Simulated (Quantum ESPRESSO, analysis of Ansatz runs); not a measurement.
# HfO2 (P2_1/c), nudged elastic band: V_O hop (2.5 Å) (q = 0) (Quantum ESPRESSO), part 3 of 3

Wanted: path and barrier of a jump of O in HfO2 (P2_1/c) at charge 0. The case: V_O hop (2.5 Å), in a cell of 48 host atoms with 1 O taken out.

Quantum ESPRESSO 7.5; Quantum ESPRESSO plane-wave DFT, PBEsol, GBRV 1.5 PBEsol potentials; nudged elastic band between two relaxed defect structures.

So far: The starting structure; Relaxation of the start point, charge 0; Relaxation of the end point, charge 0.

### 4. Nudged elastic band, charge 0

3 movable images are laid between the ends by interpolation. Each image feels the true force across the path and a spring force along it. The highest image is set to climb to the top of the path.

This step: Quantum ESPRESSO plane-wave DFT, PBEsol, GBRV 1.5 PBEsol potentials; nudged elastic band between two relaxed defect structures.

neb.in reads:

```
BEGIN
BEGIN_PATH_INPUT
&PATH
  restart_mode = 'from_scratch'
  string_method = 'neb'
  nstep_path = 45
  ds = 1.5
  opt_scheme = 'broyden'
  num_of_images = 5
  k_max = 0.3
  k_min = 0.2
  CI_scheme = 'auto'
  path_thr = 0.06
/
END_PATH_INPUT
BEGIN_ENGINE_INPUT
&CONTROL
  prefix = 'pwscf'
  outdir = './tmp'
  pseudo_dir = './pseudo'
  disk_io = 'low'
/
&SYSTEM
  ibrav = 0
  nat = 47
  ntyp = 2
  ecutwfc = 36
  ecutrho = 288
  nbnd = 193
  occupations = 'fixed'
  nosym = .true.
/
&ELECTRONS
  conv_thr = 5d-08
  electron_maxstep = 100
  mixing_beta = 0.5
/
ATOMIC_SPECIES
Hf   178.4900 hf_pbesol_v1.uspp.F.UPF
O     15.9990 o_pbesol_v1.2.uspp.F.UPF
CELL_PARAMETERS angstrom
  -5.9416700219    5.1632183080    5.1583953540
   4.2040263251   -5.1632183080    5.1655566081
   5.9416700219    5.1632183080   -5.1583953540
BEGIN_POSITIONS
FIRST_IMAGE
ATOMIC_POSITIONS crystal
Hf     0.0830389828    0.4914754116    0.8656723985
Hf     0.0828945823    0.9932547461    0.3673211492
Hf     0.5822567768    0.4918407346    0.3672902502
Hf     0.5820767376    0.9918912566    0.8657776109
Hf     0.3760058718    0.2582928430    0.8399016057
Hf     0.3748256972    0.7581089644    0.3399891704
Hf     0.8749534994    0.2570544494    0.3397330872
Hf     0.8738867779    0.7569472687    0.8408107150
Hf     0.4180250386    0.0071981726    0.1331159530
Hf     0.4176885983    0.5058933978    0.6324063196
Hf     0.9173969028    0.0072135872    0.6336125524
Hf     0.9173691981    0.5074581798    0.1332338967
Hf     0.1255436047    0.2422513219    0.1598356235
Hf     0.1268133913    0.7425091201    0.6608752406
Hf     0.6255783469    0.2435379426    0.6599249531
Hf     0.6260817309    0.7427529436    0.1606573537
O      0.3648000448    0.2162366642    0.5942091460
O      0.3628905126    0.7146168020    0.0953359477
O      0.8622010637    0.2144842445    0.0951258863
O      0.8577317751    0.7084075764    0.5960467477
O      0.3818666145    0.0365403120    0.8985431033
O      0.3823974854    0.5353536345    0.3988480703
O      0.8806950615    0.0352820846    0.3972670136
O      0.8746864342    0.5311169714    0.8882976489
O      0.1377073456    0.2846750216    0.4041585250
O      0.1389692067    0.7840382300    0.9046785727
O      0.6389100313    0.2853741687    0.9052497113
O      0.6386472651    0.7856707922    0.4053765464
O      0.1197396293    0.4656988576    0.1033785700
O      0.1183467347    0.9628083538    0.6020465100
O      0.6200114298    0.9647005468    0.1019933055
O      0.3377754167    0.2073185609    0.1934544218
O      0.3380849844    0.7092291210    0.6911840117
O      0.8380700626    0.2069552765    0.6934016276
O      0.8380371351    0.7079418396    0.1940537874
O      0.4861019111    0.0428277455    0.3799073649
O      0.4891475542    0.5425161540    0.8809538568
O      0.9868766654    0.0433216430    0.8801341856
O      0.9843749140    0.5421159055    0.3790513712
O      0.1631667991    0.2919503800    0.8051988985
O      0.1612518803    0.7919441438    0.3032456433
O      0.6634294755    0.2922435584    0.3113734119
O      0.6606696861    0.7891813979    0.7996495886
O      0.0180547895    0.4576632407    0.6205162825
O      0.0117331126    0.9577291964    0.1199381702
O      0.5129198678    0.4570808252    0.1200955539
O      0.5097019041    0.9591081506    0.6189264142
INTERMEDIATE_IMAGE
ATOMIC_POSITIONS crystal
Hf     0.0829217621    0.4919801528    0.8661076063
Hf     0.0828638526    0.9928737638    0.3673382032
[... 45 atom lines left out ...]
INTERMEDIATE_IMAGE
ATOMIC_POSITIONS crystal
Hf     0.0828124989    0.4924622279    0.8665213111
Hf     0.0829347630    0.9926074489    0.3674537517
[... 45 atom lines left out ...]
INTERMEDIATE_IMAGE
ATOMIC_POSITIONS crystal
Hf     0.0826930234    0.4929575340    0.8669385218
Hf     0.0829141872    0.9922399701    0.3674889538
[... 45 atom lines left out ...]
LAST_IMAGE
ATOMIC_POSITIONS crystal
Hf     0.0825421495    0.4934710162    0.8673585068
Hf     0.0828770026    0.9918474005    0.3675229393
Hf     0.5817681957    0.4944643155    0.3677131272
[... 4 atom lines left out ...]
Hf     0.8688010568    0.7562966835    0.8386291739
[... 1 atom line left out ...]
Hf     0.4159434526    0.5066330557    0.6329221461
[... 4 atom lines left out ...]
Hf     0.6251808038    0.2420924221    0.6602697163
[... 1 atom line left out ...]
O      0.3615070297    0.2114692159    0.5944161923
[... 2 atom lines left out ...]
O      0.8615674755    0.7139487367    0.5951176662
[... 1 atom line left out ...]
O      0.3781328754    0.5341016552    0.3947752004
[... 1 atom line left out ...]
O      0.8799811927    0.5355745156    0.8972122784
[... 8 atom lines left out ...]
O      0.3449435154    0.7103288737    0.7030672354
[... 3 atom lines left out ...]
O      0.4918580270    0.5427603620    0.8797567817
O      0.9773392802    0.0384475965    0.8777906113
[... 4 atom lines left out ...]
O      0.6205961732    0.4714848345    0.6091470798
[... 3 atom lines left out ...]
O      0.5153908144    0.9561506632    0.6209052200
END_POSITIONS
K_POINTS gamma
END_ENGINE_INPUT
END
```

The run is started by

```
$ OMP_NUM_THREADS=1 mpirun -n 4 neb.x -ni 2 -inp neb.in > neb.out
```

What it wrote:

```text
[shortened: banners, details of potentials and solvers, and blank lines are left out]
[banner, memory and clock lines left out]
     path-images division:  nimage    =       2
     initial path length           =  4.6242 bohr
     initial inter-image distance  =  1.1560 bohr
     string_method                 =    neb
     restart_mode                  =    from_scratch
     opt_scheme                    =    broyden
     num_of_images                 =    5
     nstep_path                    =    45
     CI_scheme                     =    auto
     first_last_opt                =    F
     use_freezing                  =    F
     ds                            =    1.5000 a.u.
     k_max                         =    0.3000 a.u.
     k_min                         =    0.2000 a.u.
     path_thr                      =    0.0600 eV / A
     ------------------------------ iteration   1 ------------------------------
     activation energy (->) =   4.045693 eV
     activation energy (<-) =   3.943379 eV
     image        energy (eV)        error (eV/A)        frozen
         1     -48209.5186636            0.028381            T
         2     -48207.3827622            4.493488            F
         3     -48205.4729706            6.572366            F
         4     -48207.6462708            3.233875            F
         5     -48209.4163495            0.024738            T
     climbing image =  3
     path length          =  4.624 bohr
     inter-image distance =  1.156 bohr
     ------------------------------ iteration   2 ------------------------------
     activation energy (->) =   2.834263 eV
     activation energy (<-) =   2.731949 eV
     image        energy (eV)        error (eV/A)        frozen
         1     -48209.5186636            0.028381            T
         2     -48207.9369153            1.194167            F
         3     -48206.6844003            1.170001            F
         4     -48207.9740095            0.807764            F
         5     -48209.4163495            0.024738            T
     climbing image =  3
     path length          =  4.798 bohr
[...]
------------------------------ iteration   3 ------------------------------
     activation energy (->) =   2.615985 eV
     activation energy (<-) =   2.513671 eV
     image        energy (eV)        error (eV/A)        frozen
         1     -48209.5186636            0.028381            T
         2     -48208.0105050            0.700407            F
         3     -48206.9026782            1.015674            F
         4     -48207.9961582            0.575934            F
         5     -48209.4163495            0.024738            T
     climbing image =  3
     path length          =  4.811 bohr
[...]
------------------------------ iteration   4 ------------------------------
     activation energy (->) =   2.498104 eV
     activation energy (<-) =   2.395790 eV
     image        energy (eV)        error (eV/A)        frozen
         1     -48209.5186636            0.028381            T
         2     -48208.0586874            0.374047            F
         3     -48207.0205593            1.011493            F
         4     -48208.0030387            0.548678            F
         5     -48209.4163495            0.024738            T
     climbing image =  3
     path length          =  4.906 bohr
[...]
------------------------------ iteration   5 ------------------------------
     activation energy (->) =   2.426563 eV
     activation energy (<-) =   2.324249 eV
     image        energy (eV)        error (eV/A)        frozen
         1     -48209.5186636            0.028381            T
         2     -48208.0865225            0.302366            F
         3     -48207.0921006            0.794064            F
         4     -48208.0341198            0.461705            F
         5     -48209.4163495            0.024738            T
     climbing image =  3
     path length          =  5.003 bohr
[...]
------------------------------ iteration   6 ------------------------------
     activation energy (->) =   2.390313 eV
     activation energy (<-) =   2.287999 eV
     image        energy (eV)        error (eV/A)        frozen
         1     -48209.5186636            0.028381            T
         2     -48208.1072313            0.338727            F
         3     -48207.1283505            0.359217            F
         4     -48208.0802486            0.274571            F
         5     -48209.4163495            0.024738            T
     climbing image =  3
     path length          =  5.019 bohr
[...]
------------------------------ iteration   7 ------------------------------
     activation energy (->) =   2.334605 eV
     activation energy (<-) =   2.232291 eV
     image        energy (eV)        error (eV/A)        frozen
         1     -48209.5186636            0.028381            T
         2     -48208.1252505            0.427894            F
         3     -48207.1840589            0.332527            F
         4     -48208.1415265            0.198856            F
         5     -48209.4163495            0.024738            T
     climbing image =  3
     path length          =  5.185 bohr
[...]
------------------------------ iteration   8 ------------------------------
     activation energy (->) =   2.322042 eV
     activation energy (<-) =   2.219728 eV
     image        energy (eV)        error (eV/A)        frozen
         1     -48209.5186636            0.028381            T
         2     -48208.1338286            0.184506            F
         3     -48207.1966212            0.114468            F
         4     -48208.1590640            0.113439            F
         5     -48209.4163495            0.024738            T
     climbing image =  3
     path length          =  5.232 bohr
[...]
------------------------------ iteration   9 ------------------------------
     activation energy (->) =   2.318492 eV
     activation energy (<-) =   2.216178 eV
     image        energy (eV)        error (eV/A)        frozen
         1     -48209.5186636            0.028381            T
         2     -48208.1373246            0.084777            F
         3     -48207.2001716            0.089706            F
         4     -48208.1623438            0.091564            F
         5     -48209.4163495            0.024738            T
     climbing image =  3
     path length          =  5.219 bohr
[...]
------------------------------ iteration  10 ------------------------------
     activation energy (->) =   2.307652 eV
     activation energy (<-) =   2.205337 eV
     image        energy (eV)        error (eV/A)        frozen
         1     -48209.5186636            0.028381            T
         2     -48208.1389710            0.057854            F
         3     -48207.2110121            0.057735            F
         4     -48208.1764993            0.063608            F
         5     -48209.4163495            0.024738            T
     climbing image =  3
     path length          =  5.259 bohr
[...]
------------------------------ iteration  11 ------------------------------
     activation energy (->) =   2.304332 eV
     activation energy (<-) =   2.202018 eV
     image        energy (eV)        error (eV/A)        frozen
         1     -48209.5186636            0.028381            T
         2     -48208.1411105            0.058324            F
         3     -48207.2143313            0.051817            F
         4     -48208.1810577            0.054203            F
         5     -48209.4163495            0.024738            T
     climbing image =  3
     path length          =  5.275 bohr
     inter-image distance =  1.319 bohr
     neb: convergence achieved in  11 iterations
```

The job ended after 21 min (4 MPI ranks of Arm Neoverse V1, shared host; peak memory 2.5 GiB; 86 min of CPU time).

The path, image by image:

```
image  path (Å)  energy (eV)     O43: x, y, z (Å)
    0     0.000       0.0000  4.144, 3.465, 3.360
    1     0.800       1.3776  3.457, 3.415, 3.248
    2     1.457       2.3043  2.896, 3.530, 3.010
    3     2.059       1.3376  2.423, 3.687, 2.788
    4     2.791       0.1023  1.914, 3.915, 2.495
```

Numbers from this step:

| Property | Result |
| --- | --- |
| barrier forward | 2.304 eV |
| barrier backward | 2.202 eV |
| end less start | 0.1023 eV |
| hop length | 2.433 Å |

The band met its tolerance of 0.06 eV/Å after 11 iterations, with image 2 on top (the start counts as 0). O43, which moves farthest between the ends, has 3 Hf at 2.01 to 2.10 Å nearest at the start and 2 Hf at 1.95 Å at the top.

### 5. What came out

```yaml
barrier_forward: 2.30 eV
barrier_backward: 2.20 eV
end_less_start: 0.10 eV
hop_length: 2.43 Å
band_iterations_as_the_log_counts_them: 11
```

**Reading.** The top of the band lies 2.30 eV above the start and 2.20 eV above the end. With an assumed prefactor of 1e13 per second it gives one hop a second along this one path at about 890 K; whether such hops link up through the crystal wasn't checked. The order of the top as a saddle was not checked for all atoms, so a bent path could be lower. What this leaves open: sampling at the zone centre alone can move energies of charged and open-shell states by tenths of an eV or more in cells of this size; periodic copies of the defect are only 8.4 Å apart; spin–orbit coupling, which can matter with heavy atoms, is left out. The cutoff of 36 Ry is under the 40 Ry advised for these potentials.

[Logs are printed without paths, hosts, clocks, repeated set-up lines and the standing remarks that a program may print on its own settings, such as how far it seeks lower states.]

[Hosts, paths, dates, database ids (printed as entryN), source tags and the programs' standing remarks are cut or masked in the printed files.]
